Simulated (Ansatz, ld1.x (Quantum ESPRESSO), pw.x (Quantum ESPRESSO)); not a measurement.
hydrogen: one change to the RRKJ potential, in the atom and in the diamond crystal

- Element: H (Z = 1)
- Generator: ld1.x (Quantum ESPRESSO) 7.5
- Type: norm-conserving RRKJ (Kleinman–Bylander form)
- Functional: PBE
- Relativity: scalar-relativistic
- Frozen core: none
- Valence charge: 1
- Reference configuration: 1s1
- Partial waves: 2p channel at -0.15 Ry: rc 1.35 bohr; 1s (bound): rc 1.45 bohr
- Local potential: the s channel
- Core correction: none

Change: all radii scaled by about 0.95 (s 1.38, p 1.28 bohr).

Cutoffs, loose and tight: the cutoffs (Ry, on a coarse ladder) from which the occupation-weighted sum of valence levels, in a spherical-Bessel basis at the reference potential, stays within 10 and 1 mRy of its value at 400 Ry. They do not see the model core or the augmentation charge, which bear on the density cutoff. Test errors are all-electron minus pseudo excitation energies from the reference, over the configurations 1s0.5; variants that change the core or the reference have their own tests.

Crystal test: diamond H in pw.x 7.5, no spin, 15³ k-points, Fermi–Dirac smearing 0.01 Ry, cutoffs set for each file from its atomic test. The reference is all-electron LAPW (Ansatz 0.2.0) with the same functional, mesh and smearing; V0 and B0 come from Birch–Murnaghan fits to the pressures at five volumes. Errors are pseudo minus all-electron; Δ is the rms difference of the E(V) curves that follow from these fits, minima aligned, over ±6 % about the mean V0. Mesh and smearing are coarse, so the numbers serve the comparison and aren't converged zero-temperature values; the lattice is a test structure that the element need not adopt.

All-electron: a0 = 3.013 Å (V0 = 3.42 Å³/atom), B0 = 91.2 GPa.

Problem. Does the change bring the crystal closer to the all-electron result?

Solution. The mean pressure error goes from +1.37 to +0.88 GPa, so the change moves the solid closer to the all-electron pressures. At 80 % of its cutoff the pressure of the changed file moves by -1.47 GPa.

```tsv
quantity	base	changed
outcome (atom)	generated	generated
cutoff, loose (atom)	18 Ry	18 Ry
cutoff, tight (atom)	30 Ry	30 Ry
bound ghosts (atom)	none	none
cutoffs in pw.x (Ry)	40/160	40/160
a0 (Å)	3.028	3.023
a0 error (%)	+0.49	+0.32
B0 error (%)	-0.8	-0.8
Δ (meV/atom)	1.0	0.7
mean pressure error (GPa)	+1.37	+0.88
```

Base: The largest radius (1.45 bohr) exceeds half the bond length (1.23 bohr), so the spheres overlap, which is one possible source of error among others. This is a poor potential for the solid. Changed file: The largest radius (1.38 bohr) exceeds half the bond length (1.23 bohr), so the spheres overlap, which is one possible source of error among others. The atomic cutoffs weigh occupied waves only.
